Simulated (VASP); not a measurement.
VASP 6.6.1 run: InSb

INCAR

```
GGA = PE
SIGMA = 0.02
LMAXMIX = 4
PREC = Accurate
IBRION = -1
LASPH = .TRUE.
LCHARG = .FALSE.
EDIFF = 1E-7
LREAL = .FALSE.
NSW = 0
LWAVE = .FALSE.
NBANDS = 16
ISIF = 2
ISMEAR = -1
NELM = 63
ENCUT = 520
```

KPOINTS

```
KPOINTS created by Atomic Simulation Environment
0
Gamma
6 6 6
0 0 0
```

POSCAR

```
In Sb
 1.0000000000000000
     0.0000000000000000    3.2795130174999998    3.3451032778999998
     3.2795130174999998    0.0000000000000000    3.3451032778999998
     3.2795130174999998    3.2795130174999998    0.0000000000000000
 In  Sb
   1   1
Cartesian
  0.0000000000000000  0.0000000000000000  0.0000000000000000
  1.6397565087499999  1.6397565087499999  1.6725516389499999
```

The recommended PBE PAW datasets give the neutral cell 18 valence electrons.

Command

```
mpirun -np 1 vasp_std
```

Problem. How does this run end, and what does it give?

Solution. It converged. Results: gap between bands v and c on the k mesh 0.00 eV; least direct gap on the k mesh 0.00 eV; pressure 0.6 GPa. Band v is the last that the valence electrons fill when counted band by band, and c is the next.

OSZICAR

```
N       E                     dE             d eps       ncg     rms          rms(c)
DAV:   1     0.116247035118E+03    0.11625E+03   -0.78996E+03   960   0.110E+03
DAV:   2     0.516974775577E+00   -0.11573E+03   -0.11162E+03  1104   0.289E+02
DAV:   3    -0.679920652009E+01   -0.73162E+01   -0.72946E+01  1200   0.727E+01
DAV:   4    -0.701976354205E+01   -0.22056E+00   -0.22051E+00  1280   0.148E+01
DAV:   5    -0.703083432983E+01   -0.11071E-01   -0.11071E-01  1400   0.272E+00    0.381E+00
DAV:   6    -0.693795272822E+01    0.92882E-01   -0.15220E-01  1440   0.565E+00    0.222E+00
DAV:   7    -0.692675414332E+01    0.11199E-01   -0.64743E-02  1264   0.227E+00    0.595E-01
DAV:   8    -0.692798046974E+01   -0.12263E-02   -0.74239E-03  1248   0.959E-01    0.226E-01
DAV:   9    -0.692867667420E+01   -0.69620E-03   -0.96029E-04  1168   0.262E-01    0.775E-02
DAV:  10    -0.692873476965E+01   -0.58095E-04   -0.55835E-05  1360   0.501E-02    0.377E-02
DAV:  11    -0.692878019893E+01   -0.45429E-04   -0.87534E-05  1136   0.604E-02    0.267E-02
DAV:  12    -0.692878141244E+01   -0.12135E-05   -0.17933E-06  1192   0.871E-03    0.779E-03
DAV:  13    -0.692878243296E+01   -0.10205E-05   -0.18688E-06  1184   0.906E-03    0.588E-03
DAV:  14    -0.692878201614E+01    0.41682E-06   -0.12313E-07  1080   0.197E-03    0.129E-03
DAV:  15    -0.692878203385E+01   -0.17706E-07   -0.27122E-08   952   0.978E-04
   1 F= -.69287820E+01 E0= -.69286493E+01  d E =-.265417E-03
```

For comparison, a separate PBE run of the intended cell, on usual settings and not on those above, gives a gap of 0.00 eV on its mesh and a pressure of 0.6 GPa.
